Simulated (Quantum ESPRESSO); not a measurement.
# In (P6_3/mmc) in Quantum ESPRESSO: a series of runs, part 3 of 3

Quantum ESPRESSO 7.5. Earlier steps stand in the parts before.

## Step 4: Phonons, LDA

The input, pw.in:

```
&CONTROL
  calculation = 'scf'
  prefix = 'pwscf'
  outdir = './tmp'
  pseudo_dir = './pseudo'
  tprnfor = .true.
  tstress = .true.
  disk_io = 'low'
/
&SYSTEM
  ibrav = 0
  celldm(1) = 8
  nat = 2
  ntyp = 1
  ecutwfc = 52
  ecutrho = 312
  nbnd = 20
  occupations = 'smearing'
  smearing = 'mv'
  degauss = 0.01469973
/
&ELECTRONS
  conv_thr = 4d-10
  electron_maxstep = 120
  mixing_beta = 0.5
/
ATOMIC_SPECIES
In   114.8180 In.LDA_PW-JTH.UPF
CELL_PARAMETERS alat
  0.7878940913546   0.0000000000000   0.0000000000000
 -0.3939470456773   0.6823362986170   0.0000000000000
  0.0000000000000   0.0000000000000   1.3013464125276
ATOMIC_POSITIONS crystal
In     0.6666666667    0.3333333333    0.7500000000
In     0.3333333333    0.6666666667    0.2500000000
K_POINTS automatic
9 9 5 0 0 0
```

The input, relax.in:

```
&CONTROL
  calculation = 'vc-relax'
  prefix = 'pwscf'
  outdir = './tmp'
  pseudo_dir = './pseudo'
  tprnfor = .true.
  tstress = .true.
  disk_io = 'low'
  nstep = 40
  forc_conv_thr = 0.0001
  etot_conv_thr = 1d-06
/
&SYSTEM
  ibrav = 0
  celldm(1) = 8
  nat = 2
  ntyp = 1
  ecutwfc = 52
  ecutrho = 312
  nbnd = 20
  occupations = 'smearing'
  smearing = 'mv'
  degauss = 0.01469973
/
&ELECTRONS
  conv_thr = 4d-10
  electron_maxstep = 120
  mixing_beta = 0.5
/
&IONS
  ion_dynamics = 'bfgs'
/
&CELL
  cell_dynamics = 'bfgs'
  press = 0
  press_conv_thr = 0.2
/
ATOMIC_SPECIES
In   114.8180 In.LDA_PW-JTH.UPF
CELL_PARAMETERS alat
  0.7878940913546   0.0000000000000   0.0000000000000
 -0.3939470456773   0.6823362986170   0.0000000000000
  0.0000000000000   0.0000000000000   1.3013464125276
ATOMIC_POSITIONS crystal
In     0.6666666667    0.3333333333    0.7500000000
In     0.3333333333    0.6666666667    0.2500000000
K_POINTS automatic
9 9 5 0 0 0
```

The input, scf2.in:

```
&CONTROL
  calculation = 'scf'
  prefix = 'pwscf'
  outdir = './tmp'
  pseudo_dir = './pseudo'
  tprnfor = .true.
  tstress = .true.
  disk_io = 'low'
/
&SYSTEM
  ibrav = 0
  celldm(1) = 8
  nat = 2
  ntyp = 1
  ecutwfc = 52
  ecutrho = 312
  nbnd = 20
  occupations = 'smearing'
  smearing = 'mv'
  degauss = 0.01469973
/
&ELECTRONS
  conv_thr = 1d-13
  electron_maxstep = 120
  mixing_beta = 0.5
  startingpot = 'file'
  startingwfc = 'file'
/
ATOMIC_SPECIES
In   114.8180 In.LDA_PW-JTH.UPF
CELL_PARAMETERS alat
  0.7670469023399  -0.0000000000068   0.0000000000000
 -0.3835234511640   0.6642821033239   0.0000000000000
  0.0000000000000   0.0000000000000   1.2537633210203
ATOMIC_POSITIONS crystal
In     0.6666666666    0.3333333332    0.7500000000
In     0.3333333332    0.6666666666    0.2500000000
K_POINTS automatic
9 9 5 0 0 0
```

The input, ph.in:

```
phonons of In
&INPUTPH
  prefix = 'pwscf'
  outdir = './tmp'
  tr2_ph = 1d-18
  fildyn = 'dyn'
  niter_ph = 90
  alpha_mix(1) = 0.4
/
0.0000000000 0.0000000000 0.0000000000
```

The input, dynmat.in:

```
&INPUT
  fildyn = 'dyn'
  asr = 'crystal'
  filout = 'dynmat.disp'
  fileig = 'dynmat.eig'
/
```

Potentials or basis: JTH 2.0 LDA.

Command:

```console
$ OMP_NUM_THREADS=1 pw.x -in pw.in > pw.out
$ OMP_NUM_THREADS=1 pw.x -in relax.in > relax.out
$ OMP_NUM_THREADS=1 pw.x -in scf2.in > scf2.out
$ OMP_NUM_THREADS=1 ph.x -in ph.in > ph.out
$ OMP_NUM_THREADS=1 dynmat.x -in dynmat.in > dynmat.out
```

pw.out:

```text
This program is part of the open-source Quantum ESPRESSO suite
     for quantum simulation of materials; please cite
         "P. Giannozzi et al., J. Phys.:Condens. Matter 21 395502 (2009);
         "P. Giannozzi et al., J. Phys.:Condens. Matter 29 465901 (2017);
         "P. Giannozzi et al., J. Chem. Phys. 152 154105 (2020);
     in publications or presentations arising from this work. More details at

     file In.LDA_PW-JTH.UPF: wavefunction(s)  0S 5P 0P 4D 0D renormalized
     Message from routine setup:
     using ibrav=0 with symmetry is DISCOURAGED, use correct ibrav instead

     G-vector sticks info
     --------------------
     sticks:   dense  smooth     PW     G-vecs:    dense   smooth      PW
     Sum         847     571    163                33329    18149    2985

     Using Slab Decomposition

     bravais-lattice index     =            0
     lattice parameter (alat)  =       8.0000  a.u.
     unit-cell volume          =     358.2030 (a.u.)^3
     number of atoms/cell      =            2
     number of atomic types    =            1
     number of electrons       =        26.00
     number of Kohn-Sham states=           20
     kinetic-energy cutoff     =      52.0000  Ry
     charge density cutoff     =     312.0000  Ry
     scf convergence threshold =      4.0E-10
     mixing beta               =       0.5000
     number of iterations used =            8  plain     mixing
     Exchange-correlation= SLA PW NOGX NOGC
                           (   1   4   0   0   0   0   0)

     celldm(1)=   8.000000  celldm(2)=   0.000000  celldm(3)=   0.000000
     celldm(4)=   0.000000  celldm(5)=   0.000000  celldm(6)=   0.000000

     crystal axes: (cart. coord. in units of alat)
               a(1) = (   0.787894   0.000000   0.000000 )
               a(2) = (  -0.393947   0.682336   0.000000 )
               a(3) = (   0.000000   0.000000   1.301346 )

     reciprocal axes: (cart. coord. in units 2 pi/alat)
               b(1) = (  1.269206  0.732776 -0.000000 )
               b(2) = (  0.000000  1.465553  0.000000 )
               b(3) = (  0.000000 -0.000000  0.768435 )

     PseudoPot. # 1 for In read from file:
     In.LDA_PW-JTH.UPF
     Pseudo is Projector augmented-wave + core cor, Zval = 13.0
     Generated using ATOMPAW code
     Shape of augmentation charge: BESSEL
     Using radial grid of 1088 points,  6 beta functions with:
                l(1) =   0
                l(2) =   0
                l(3) =   1
                l(4) =   1
                l(5) =   2
                l(6) =   2
     Q(r) pseudized with 0 coefficients

     atomic species   valence    mass     pseudopotential
     In               13.00   114.81800     In( 1.00)

     24 Sym. Ops., with inversion, found (12 have fractional translation)

   Cartesian axes

     site n.     atom                  positions (alat units)
         1        In     tau(   1) = (   0.3939470   0.2274454   0.9760098  )
         2        In     tau(   2) = (  -0.0000000   0.4548909   0.3253366  )

     number of k points=    36  Marzari-Vanderbilt smearing, width (Ry)=  0.0147
                       cart. coord. in units 2pi/alat
        k(    1) = (   0.0000000   0.0000000   0.0000000), wk =   0.0049383
        k(    2) = (   0.0000000   0.0000000   0.1536870), wk =   0.0098765
        k(    3) = (   0.0000000   0.0000000   0.3073740), wk =   0.0098765
        k(    4) = (   0.0000000   0.1628392   0.0000000), wk =   0.0296296
        k(    5) = (   0.0000000   0.1628392   0.1536870), wk =   0.0592593
        k(    6) = (   0.0000000   0.1628392   0.3073740), wk =   0.0592593
[... 28 lines left out ...]
        k(   35) = (   0.4230687   0.7327765   0.1536870), wk =   0.0197531
        k(   36) = (   0.4230687   0.7327765   0.3073740), wk =   0.0197531

     Dense  grid:    33329 G-vectors     FFT dimensions: (  36,  36,  60)

     Smooth grid:    18149 G-vectors     FFT dimensions: (  30,  30,  48)

     Initial potential from superposition of free atoms

     starting charge      25.9945, renormalised to      26.0000
     Starting wfcs are   36 randomized atomic wfcs

     Self-consistent Calculation

     iteration #  1     ecut=    52.00 Ry     beta= 0.50
     Davidson diagonalization with overlap
     ethr =  1.00E-02,  avg # of iterations =  6.6

     Threshold (ethr) on eigenvalues was too large:
     Diagonalizing with lowered threshold

     Davidson diagonalization with overlap
     ethr =  6.04E-05,  avg # of iterations =  4.7

     total energy              =    -800.66678317 Ry
     estimated scf accuracy    <       0.01575958 Ry

     iteration #  2     ecut=    52.00 Ry     beta= 0.50
     Davidson diagonalization with overlap
     ethr =  6.06E-05,  avg # of iterations =  2.4

     total energy              =    -800.67010772 Ry
     estimated scf accuracy    <       0.00106485 Ry

     iteration #  3     ecut=    52.00 Ry     beta= 0.50
     Davidson diagonalization with overlap
     ethr =  4.10E-06,  avg # of iterations =  3.1

     total energy              =    -800.67017638 Ry
     estimated scf accuracy    <       0.00024017 Ry

     iteration #  4     ecut=    52.00 Ry     beta= 0.50
     Davidson diagonalization with overlap
     ethr =  9.24E-07,  avg # of iterations =  1.5

     total energy              =    -800.67018333 Ry
     estimated scf accuracy    <       0.00000219 Ry

     iteration #  5     ecut=    52.00 Ry     beta= 0.50
     Davidson diagonalization with overlap
     ethr =  8.42E-09,  avg # of iterations =  3.8

     total energy              =    -800.67018490 Ry
     estimated scf accuracy    <       0.00000049 Ry

     iteration #  6     ecut=    52.00 Ry     beta= 0.50
     Davidson diagonalization with overlap
     ethr =  1.90E-09,  avg # of iterations =  2.0

     total energy              =    -800.67018498 Ry
     estimated scf accuracy    <          1.8E-09 Ry

     iteration #  7     ecut=    52.00 Ry     beta= 0.50
     Davidson diagonalization with overlap
     ethr =  6.90E-12,  avg # of iterations =  4.0

     End of self-consistent calculation

          k = 0.0000 0.0000 0.0000 (  2249 PWs)   bands (ev):

    -5.3087  -5.2524  -5.2250  -5.2250  -5.1982  -5.1982  -5.1245  -5.1245
    -4.9428  -4.9428  -0.2209   4.7434   5.9370  17.5329  17.5329  19.3612
    19.3612  19.4389  20.3172  20.7533

          k = 0.0000 0.0000 0.1537 (  2268 PWs)   bands (ev):

    -5.3007  -5.2547  -5.2361  -5.2361  -5.2080  -5.2080  -5.0935  -5.0935
    -4.9530  -4.9530  -0.0077   3.2554   7.8464  17.0919  17.7122  17.7122
    19.2464  19.2464  20.4071  20.7263

          k = 0.0000 0.0000 0.3074 (  2274 PWs)   bands (ev):

    -5.2818  -5.2636  -5.2415  -5.2415  -5.2284  -5.2284  -5.0361  -5.0361
    -4.9848  -4.9848   0.6400   1.7327  10.6229  13.7590  18.2029  18.2029
    18.8227  18.8227  20.5193  20.6431

          k = 0.0000 0.1628 0.0000 (  2261 PWs)   bands (ev):

    -5.3004  -5.2566  -5.2087  -5.1906  -5.1890  -5.1655  -5.1436  -5.1378
    -4.9699  -4.9386   0.0183   4.9444   6.2161  15.1697  16.4584  18.1794
    19.3227  19.8597  20.0031  21.6158

          k = 0.0000 0.1628 0.1537 (  2274 PWs)   bands (ev):

    -5.2953  -5.2517  -5.2315  -5.2063  -5.2040  -5.1754  -5.1030  -5.1008
    -4.9777  -4.9502   0.2327   3.4909   8.0855  15.3719  16.6710  17.1959
    17.8912  19.3005  19.3383  20.9172

          k = 0.0000 0.1628 0.3074 (  2279 PWs)   bands (ev):

    -5.2820  -5.2618  -5.2382  -5.2225  -5.2114  -5.1966  -5.0469  -5.0398
    -5.0032  -4.9854   0.8823   1.9750  10.8377  13.9386  15.9752  16.9068
    17.2884  18.2360  19.3832  20.0059

          k = 0.0000 0.3257 0.0000 (  2245 PWs)   bands (ev):

    -5.3426  -5.2347  -5.1984  -5.1949  -5.1687  -5.1112  -5.1022  -5.0804
    -5.0290  -4.9306   0.7452   5.5612   7.0255  11.8548  15.0293  15.9604
    17.5004  18.1210  19.1319  20.7112

          k = 0.0000 0.3257 0.1537 (  2261 PWs)   bands (ev):

    -5.3350  -5.2451  -5.2403  -5.1727  -5.1649  -5.0954  -5.0914  -5.0818
    -5.0187  -4.9450   0.9613   4.1967   8.7778  12.0836  14.9465  15.2654
    17.2591  18.2479  18.3289  20.2962
[... 139 lines left out ...]
          k = 0.2820 0.6514 0.1537 (  2271 PWs)   bands (ev):

    -5.3221  -5.2881  -5.2361  -5.1941  -5.1611  -5.0683  -5.0201  -4.9860
    -4.9801  -4.9141   4.5707   6.6484   7.9428   9.2872  10.2192  12.1015
    12.7557  14.6270  17.1844  22.1107

          k = 0.2820 0.6514 0.3074 (  2270 PWs)   bands (ev):

    -5.3070  -5.2930  -5.2203  -5.2043  -5.1679  -5.0749  -5.0363  -5.0173
    -4.9396  -4.9109   5.2009   6.1787   7.6608   8.6125  10.1037  11.0893
    14.8850  16.2936  19.0239  20.1117

          k = 0.4231 0.7328 0.0000 (  2277 PWs)   bands (ev):

    -5.3538  -5.1918  -5.1918  -5.1663  -5.1663  -5.1298  -5.0577  -4.9710
    -4.9710  -4.9550   5.8715   5.8715   7.5307  11.0744  11.0744  11.5041
    11.9334  11.9334  15.0040  25.4757

          k = 0.4231 0.7328 0.1537 (  2283 PWs)   bands (ev):

    -5.3188  -5.2435  -5.2435  -5.1257  -5.1257  -5.1244  -5.0638  -4.9941
    -4.9585  -4.9585   6.0668   6.0668   7.7632   9.5742   9.5742  10.7273
    13.7834  13.7834  16.1051  23.6657

          k = 0.4231 0.7328 0.3074 (  2274 PWs)   bands (ev):

    -5.2843  -5.2843  -5.2256  -5.1248  -5.1030  -5.1030  -5.0792  -5.0791
    -4.9376  -4.9376   6.5694   6.5694   8.2306   8.2306   8.4366   9.4795
    15.9980  15.9980  18.3360  20.8638

     the Fermi energy is     9.3081 ev

!    total energy              =    -800.67018499 Ry
     total all-electron energy =      -800.670185 Ry
     estimated scf accuracy    <          1.2E-10 Ry
     smearing contrib. (-TS)   =      -0.00091274 Ry
     internal energy E=F+TS    =    -800.66927224 Ry

     The total energy is F=E-TS. E is the sum of the following terms:
     one-electron contribution =     -69.15952420 Ry
     hartree contribution      =      76.14478891 Ry
     xc contribution           =     -54.22531852 Ry
     ewald contribution        =    -173.18102101 Ry
     one-center paw contrib.   =    -580.24819741 Ry

     convergence has been achieved in   7 iterations

     Forces acting on atoms (cartesian axes, Ry/au):

     atom    1 type  1   force =     0.00000000    0.00000000    0.00000000
     atom    2 type  1   force =     0.00000000   -0.00000000    0.00000000

     Total force =     0.000000     Total SCF correction =     0.000000

     Computing stress (Cartesian axis) and pressure

          total   stress  (Ry/bohr**3)                   (kbar)     P=      -33.84
  -0.00023662  -0.00000000   0.00000000          -34.81       -0.00        0.00
  -0.00000000  -0.00023662   0.00000000           -0.00      -34.81        0.00
   0.00000000   0.00000000  -0.00021693            0.00        0.00      -31.91

=------------------------------------------------------------------------------=
   JOB DONE.
=------------------------------------------------------------------------------=
```

Wall time 4.2 min (1 thread of AMD EPYC 9R45 (Zen 5), shared host); peak memory 0.18 GiB.

What came out:

```yaml
Free_energy: -10893.7045 eV
Relaxed_volume: 24.23 Å³/atom
Relaxed_cell: a = 3.247 Å, b = 3.247 Å, c = 5.308 Å, α = 90.00°, β = 90.00°, γ = 120.00°
Space_group_after_relaxing_to_0.05_Å: P6_3/mmc (No. 194)
Pressure_after_relaxing: 0.3 GPa
Band_gap_on_the_k_mesh: none (metal or under the smearing width)
Highest_phonon_frequency_at_Γ: 127 cm⁻¹
```

The path:
| step | energy change (eV) | largest force (eV/Å) | pressure (GPa) | volume (Å³) |
| --- | --- | --- | --- | --- |
| 1 | 0.0000 | 0.0000 | -3.38 | 53.08 |
| 2 | -0.0179 | 0.0000 | -2.90 | 52.17 |
| 3 | -0.0389 | 0.0000 | -2.01 | 50.80 |
| 4 | -0.0539 | 0.0000 | -0.29 | 48.80 |
| 5 | -0.0543 | 0.0000 | 0.05 | 48.47 |
| 6 | -0.0544 | 0.0000 | 0.05 | 48.46 |
| 7 | -0.0545 | 0.0000 | 0.05 | 48.45 |
| 8 | -0.0547 | 0.0000 | 0.05 | 48.45 |
| 9 | -0.0549 | 0.0000 | 0.04 | 48.45 |
| 10 | -0.0549 | 0.0000 | 0.00 | 48.46 |
| 11 | -0.0550 | 0.0000 | 0.00 | 48.47 |

Final structure:
```cif
data_structure
_symmetry_space_group_name_H-M 'P 1'
_symmetry_Int_Tables_number 1
_cell_length_a 3.2472
_cell_length_b 3.2472
_cell_length_c 5.3077
_cell_angle_alpha 90.000
_cell_angle_beta 90.000
_cell_angle_gamma 120.000
_cell_volume 48.47
loop_
_atom_site_label
_atom_site_type_symbol
_atom_site_fract_x
_atom_site_fract_y
_atom_site_fract_z
_atom_site_occupancy
In1 In 0.66667 0.33333 0.75000 1
In2 In 0.33333 0.66667 0.25000 1
```

Phonon frequencies in cm⁻¹ (negative: imaginary):
```csv
q point,frequencies
"(0.000, 0.000, 0.000)",-1 1 1 34 34 127
```

Optical modes at Γ, degenerate ones joined:
```csv
cm⁻¹,components,symmetry,active in
34,2,E2g,Raman
127,1,B1g,silent
```

Caveat: the mesh is thin for the phonons of a metal.

## Step 5: The runs side by side

| level | potentials or basis | cutoff (eV) | smearing | form of the LDA correlation | gap on the mesh (eV) | pressure (GPa) |
| --- | --- | --- | --- | --- | --- | --- |
| PBEsol | PseudoDojo 0.4.1 SR PBEsol standard | 952 | cold 0.2 eV | - | none | 0.0 |
| PBE | JTH 2.0 PBE | 707 | methfessel-paxton 0.136 eV | - | none | -0.1 |
| LDA | JTH 2.0 LDA | 707 | cold 0.2 eV | PW92 | none | 0.3 |

Alike in all rows: task phonons; no spin polarisation; cell relaxed; k mesh 9 × 9 × 5.

Caveats: the mesh is thin for the phonons of a metal.

Total energies depend on the potentials used, so only differences within one code and one set of settings carry meaning.
